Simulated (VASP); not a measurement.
# Ta (Im-3m) in VASP: notebook

Runs on Ta. Level: PBE. Tasks: single point.

All numbers are computed with VASP 6.6.1; they aren't measurements. Logs are shortened: lines on timing, memory, paths and dates and some standing lists are left out, and cuts for length are marked.

## 1. The crystal as given

The structure is cubic, space group Im-3m (No. 229). The conventional cell has a = 3.303 Å, b = 3.303 Å, c = 3.303 Å, α = 90.00°, β = 90.00°, γ = 90.00°. Ta (site symmetry m-3m) is surrounded by 8 Ta at 2.86 Å.

## 2. Single point, PBE

INCAR reads:

```
PREC     = Accurate       # precision mode
ENCUT    = 520            # plane-wave cutoff, eV
EDIFF    = 1E-7           # SCF threshold, eV
ISMEAR   = 0              # smearing method
SIGMA    = 0.1            # smearing width, eV
LREAL    = F              # projectors in reciprocal space
LASPH    = T              # aspherical terms in the spheres
NELM     = 80             # most SCF steps
ALGO     = Fast           # electronic algorithm
ISIF     = 2              # what is computed and relaxed
LWAVE    = F              # write WAVECAR
LCHARG   = F              # write CHGCAR
GGA      = PE             # functional
NBANDS   = 12             # bands
```

KPOINTS reads:

```
regular mesh
0
Gamma
  4 4 4
```

POSCAR reads:

```
Ta
1.0
   -1.6512800000      1.6512800000      1.6512800000
    1.6512800000     -1.6512800000      1.6512800000
    1.6512800000      1.6512800000     -1.6512800000
Ta
1
Direct
    0.0000000000      0.0000000000      0.0000000000
```

Potentials or basis: VASP PAW PBE potentials, release 64 (Ta_pv).

Started as:

```bash
$ cat potpaw_PBE.64/Ta_pv/POTCAR > POTCAR
$ mpirun -np 1 vasp_std > vasp.out
```

OUTCAR:

```text
PREC = Accurate
   ENCUT = 520
   EDIFF = 1E-7
   ISMEAR = 0
   LREAL = F
   LASPH = T
   NELM = 80
   ISIF = 2
   GGA = PE

 ion  position               nearest neighbor table
   1  0.000  0.000  0.000-

  LATTYP: Found a body centered cubic cell.
 ALAT       =     3.3025600000

  Lattice vectors:

 A1 = (  -1.6512800000,   1.6512800000,   1.6512800000)
 A2 = (   1.6512800000,  -1.6512800000,   1.6512800000)
 A3 = (   1.6512800000,   1.6512800000,  -1.6512800000)

Analysis of symmetry for initial positions (statically):
=====================================================================
 Subroutine PRICEL returns:
 Original cell was already a primitive cell.

 Routine SETGRP: Setting up the symmetry group for a
 body centered cubic supercell.

 Subroutine GETGRP returns: Found 48 space group operations
 (whereof 48 operations were pure point group operations)
 out of a pool of 48 trial point group operations.

The static configuration has the point symmetry O_h .

Analysis of symmetry for dynamics (positions and initial velocities):
=====================================================================
 Subroutine PRICEL returns:
 Original cell was already a primitive cell.

 Routine SETGRP: Setting up the symmetry group for a
 body centered cubic supercell.

 Subroutine GETGRP returns: Found 48 space group operations
 (whereof 48 operations were pure point group operations)
 out of a pool of 48 trial point group operations.

The dynamic configuration has the point symmetry O_h .

 Subroutine INISYM returns: Found 48 space group operations
 (whereof 48 operations are pure point group operations),
 and found     1 'primitive' translations

----------------------------------------------------------------------------------------

                                     Primitive cell

  volume of cell :      18.0104

  direct lattice vectors                    reciprocal lattice vectors
    -1.651280000  1.651280000  1.651280000     0.000000000  0.302795407  0.302795407
     1.651280000 -1.651280000  1.651280000     0.302795407  0.000000000  0.302795407
     1.651280000  1.651280000 -1.651280000     0.302795407  0.302795407  0.000000000

  length of vectors
     2.860100858  2.860100858  2.860100858     0.428217371  0.428217371  0.428217371

  position of ions in fractional coordinates (direct lattice)
     0.000000000  0.000000000  0.000000000

  ion indices of the primitive-cell ions
   primitive index   ion index
                 1           1

----------------------------------------------------------------------------------------

 KPOINTS: regular mesh

Automatic generation of k-mesh.
 Grid dimensions read from file:
 generate k-points for:    4    4    4

 Generating k-lattice:

  Cartesian coordinates                     Fractional coordinates (reciprocal lattice)
     0.000000000  0.075698852  0.075698852     0.250000000  0.000000000  0.000000000
     0.075698852  0.000000000  0.075698852     0.000000000  0.250000000  0.000000000
     0.075698852  0.075698852  0.000000000     0.000000000  0.000000000  0.250000000

  Length of vectors
     0.107054343  0.107054343  0.107054343

  Shift w.r.t. Gamma in fractional coordinates (k-lattice)
     0.000000000  0.000000000  0.000000000

 Subroutine IBZKPT returns following result:
 ===========================================

 Found      8 irreducible k-points:

 Following reciprocal coordinates:
            Coordinates               Weight
  0.000000  0.000000  0.000000      1.000000
  0.250000  0.000000  0.000000     12.000000
  0.500000  0.000000  0.000000      6.000000
  0.250000  0.250000  0.000000     24.000000
  0.250000  0.250000  0.250000      2.000000
 -0.250000  0.250000  0.250000      6.000000
  0.500000  0.500000  0.250000     12.000000
  0.500000  0.500000  0.500000      1.000000
   k-points           NKPTS =      8   k-points in BZ     NKDIM =      8   number of bands    NBANDS=     12
   number of dos      NEDOS =    301   number of ions     NIONS =      1
   total plane-waves  NPLWV =  13824
   dimension x,y,z NGX =    24 NGY =   24 NGZ =   24
   dimension x,y,z NGXF=    48 NGYF=   48 NGZF=   48
   ions per type =               1
   NGX,Y,Z   is equivalent  to a cutoff of  13.95, 13.95, 13.95 a.u.
   NGXF,Y,Z  is equivalent  to a cutoff of  27.90, 27.90, 27.90 a.u.
 SYSTEM =  unknown system
   PREC   = accura    normal or accurate (medium, high low for compatibility)
   ISTART =      0    job   : 0-new  1-cont  2-samecut
   ICHARG =      2    charge: 1-file 2-atom 10-const
   ISPIN  =      1    spin polarized calculation?
   LNONCOLLINEAR =      F non collinear calculations
   LSORBIT =      F    spin-orbit coupling
   LASPH  =      T    aspherical Exc in radial PAW
   ENCUT  =  520.0 eV  38.22 Ry    6.18 a.u.   5.32  5.32  5.32*2*pi/ulx,y,z
   NELM   =     80;   NELMIN=  2; NELMDL= -5     # of ELM steps
   EDIFF  = 0.1E-06   stopping-criterion for ELM
   LREAL  =      F    real-space projection
   EDIFFG = 0.1E-05   stopping-criterion for IOM
   NSW    =      0    number of steps for IOM
   IBRION =     -1    ionic relax: 0-MD 1-quasi-New 2-CG
   NFREE  =      0    steps in history (QN), initial steepest desc. (CG)
   ISIF   =      2    stress and relaxation
   ISYM   =      2    0-nonsym 1-usesym 2-fastsym
   POTIM  = 0.5000    time-step for ionic-motion
   TEBEG  =    0.0;   TEEND  =   0.0 temperature during run
   PSTRESS=    0.0 pullay stress
   NELECT =      11.0000    total number of electrons
   NUPDOWN=      -1.0000    fix difference up-down
   EMIN   =  10.00;   EMAX   =-10.00  energy-range for DOS
   EFERMI =   0.00;   METHOD = LEGACY
   ISMEAR =     0;   SIGMA  =   0.10  broadening in eV -4-tet -1-fermi 0-gaus
   EFERMI_NEDOS =   21; number of points for ismear=-14 and -15
   IALGO  =     68    algorithm
   IMIX   =      4    mixing-type and parameters
     AMIX     =   0.40;   BMIX     =  1.00
     AMIX_MAG =   1.60;   BMIX_MAG =  1.00
  volume/ion in A,a.u.               =      18.01       121.54
  Fermi-wavevector in a.u.,A,eV,Ry     =   1.388988  2.624806 26.249534  1.929286
  Thomas-Fermi vector in A             =   2.513061
   LORBIT       =      0    0 simple, 1 ext, 2 COOP (PROOUT), +10 PAW based schemes
   GGA     = PE    functional components
   LHFCALC =     F    Hartree Fock is set to
   AEXX    =    0.0000 exact exchange contribution
   IVDW    =     0    specifies the selected vdW correction
   LEPSILON=     F    determine dielectric tensor
   LRPA    =     F    only Hartree local field effects (RPA)
 non-spin polarized calculation
 RMM-DIIS sequential band-by-band and
 Gauss-broadening in eV      SIGMA  =   0.10
  energy-cutoff  :      520.00
  volume of cell :       18.01
 maximum number of plane-waves:       496
 NGX is ok and might be reduce to    24
   NGX = 11   NGY = 11   NGZ = 11

 number of electron      11.0000002 magnetization

 Free energy of the ion-electron system (eV)
  ---------------------------------------------------
  ext. energy  EPLUGINS =         0.00000000
  ---------------------------------------------------
  free energy    TOTEN  =       -11.90619065 eV

  energy without entropy =      -11.89584373  energy(sigma->0) =      -11.90101719

 E-fermi :   5.4080     XC(G=0): -12.6212

 val. band max:        5.3930814656   @ k =   0.2500   0.0000   0.0000
 cond. band min:       6.2114226850   @ k =   0.0000   0.0000   0.0000
 fundamental gap:      0.8183412193
 Fermi energy:         5.4079610001

 k-point     1 :       0.0000    0.0000    0.0000
  band No.  band energies     occupation
      1     -27.6011      2.00000
      2     -27.6011      2.00000
      3     -27.6011      2.00000
      4      -2.4294      2.00000
      5       6.2114      0.00000
      6       6.2114      0.00000
      7       6.2114      0.00000
      8       9.4874      0.00000
      9       9.4874      0.00000
     10      20.5007      0.00000
     11      20.5007      0.00000
     12      20.5007      0.00000

 k-point     2 :       0.2500    0.0000    0.0000
  band No.  band energies     occupation
      1     -28.2127      2.00000
      2     -27.7941      2.00000
      3     -27.6046      2.00000
      4      -0.1366      2.00000
      5       4.9257      2.00000
      6       5.3931      1.16667
      7       8.8104      0.00000
      8       8.9005      0.00000
      9       9.6730      0.00000
     10      20.1649      0.00000
     11      20.6738      0.00000
     12      22.2447      0.00000

 k-point     3 :       0.5000    0.0000    0.0000
  band No.  band energies     occupation
      1     -28.7736      2.00000
      2     -27.9805      2.00000
      3     -27.6084      2.00000
      4       1.1067      2.00000
      5       3.9371      2.00000
      6       7.0741      0.00000
      7       9.3680      0.00000
      8      10.3943      0.00000
      9      13.2705      0.00000
     10      17.2082      0.00000
     11      17.4319      0.00000
     12      22.2920      0.00000

 k-point     4 :       0.2500    0.2500    0.0000
  band No.  band energies     occupation
      1     -28.5638      2.00000
      2     -28.0986      2.00000
      3     -27.7257      2.00000
      4       2.3804      2.00000
      5       4.0508      2.00000
      6       4.9230      2.00000
      7       9.0844      0.00000
      8      10.2979      0.00000
      9      13.7346      0.00000
     10      16.8437      0.00000
     11      20.5572      0.00000
     12      21.7785      0.00000

 k-point     5 :       0.2500    0.2500    0.2500
  band No.  band energies     occupation
      1     -28.1930      2.00000
      2     -28.1930      2.00000
      3     -28.1930      2.00000
      4       4.2521      2.00000
      5       4.2521      2.00000
      6       4.2521      2.00000
      7      10.5654      0.00000
      8      10.5654      0.00000
      9      12.5972      0.00000
     10      18.3394      0.00000
     11      18.3394      0.00000
     12      18.3394      0.00000

 k-point     6 :      -0.2500    0.2500    0.2500
  band No.  band energies     occupation
      1     -28.2355      2.00000
      2     -28.0030      2.00000
      3     -28.0030      2.00000
      4       1.7725      2.00000
      5       4.5459      2.00000
      6       6.7371      0.00000
      7       6.7371      0.00000
      8       8.6770      0.00000
      9      10.5124      0.00000
     10      20.0775      0.00000
     11      20.2465      0.00000
     12      24.8817      0.00000

 k-point     7 :       0.5000    0.5000    0.2500
  band No.  band energies     occupation
      1     -28.5990      2.00000
      2     -28.2041      2.00000
      3     -28.0269      2.00000
      4       2.5408      2.00000
      5       3.5874      2.00000
      6       6.5982      0.00000
      7       7.2115      0.00000
      8      12.7692      0.00000
      9      13.4472      0.00000
     10      16.3562      0.00000
     11      19.5260      0.00000
     12      20.1730      0.00000

 k-point     8 :       0.5000    0.5000    0.5000
  band No.  band energies     occupation
      1     -28.4188      2.00000
      2     -28.4188      2.00000
      3     -28.4188      2.00000
      4       1.6816      2.00000
      5       1.6816      2.00000
      6      12.3102      0.00000
      7      12.3102      0.00000
      8      12.3102      0.00000
      9      14.1416      0.00000
     10      14.1416      0.00000
     11      14.1416      0.00000
     12      21.2436      0.00000

------------------------ aborting loop because EDIFF is reached ----------------------------------------

  FORCE on cell =-STRESS in cart. coord.  units (eV):
  Direction    XX          YY          ZZ          XY          YZ          ZX
  --------------------------------------------------------------------------------------
  -------------------------------------------------------------------------------------
  Total        0.3673135      0.3673135      0.3673135     -0.0000000      0.0000000     -0.0000000
  in kB       32.6757286     32.6757286     32.6757286     -0.0000000      0.0000000     -0.0000000
  external PRESSURE =      32.6757286 kB  Pullay stress =       0.0000000 kB

 VOLUME and BASIS-vectors are now :
 -----------------------------------------------------------------------------
  energy-cutoff  :      520.00
  volume of cell :       18.01
      direct lattice vectors                 reciprocal lattice vectors
    -1.651280000  1.651280000  1.651280000     0.000000000  0.302795407  0.302795407
     1.651280000 -1.651280000  1.651280000     0.302795407  0.000000000  0.302795407
     1.651280000  1.651280000 -1.651280000     0.302795407  0.302795407  0.000000000

 POSITION                                       TOTAL-FORCE (eV/Angst)
 -----------------------------------------------------------------------------------
      0.00000      0.00000      0.00000        -0.000000     -0.000000     -0.000000
 -----------------------------------------------------------------------------------
    total drift:                                0.000000      0.000000     -0.000000

  FREE ENERGIE OF THE ION-ELECTRON SYSTEM (eV)
  ---------------------------------------------------
  free  energy   TOTEN  =       -11.9061906530 eV

  energy  without entropy=      -11.8958437344  energy(sigma->0) =      -11.90101719
```

Wall time 4.5 s (1 thread of Intel Xeon Platinum 8559C (Emerald Rapids), shared host); peak memory 0.13 GiB.

What came out:

```yaml
Free_energy: -11.9062 eV
Pressure: 3.3 GPa
Band_gap_on_the_k_mesh: none (metal or under the smearing width)
```

Caveat: the k mesh is coarse (spacing up to 0.67 Å⁻¹), so the values aren't converged.

(Part 1 of 3 ends here.)
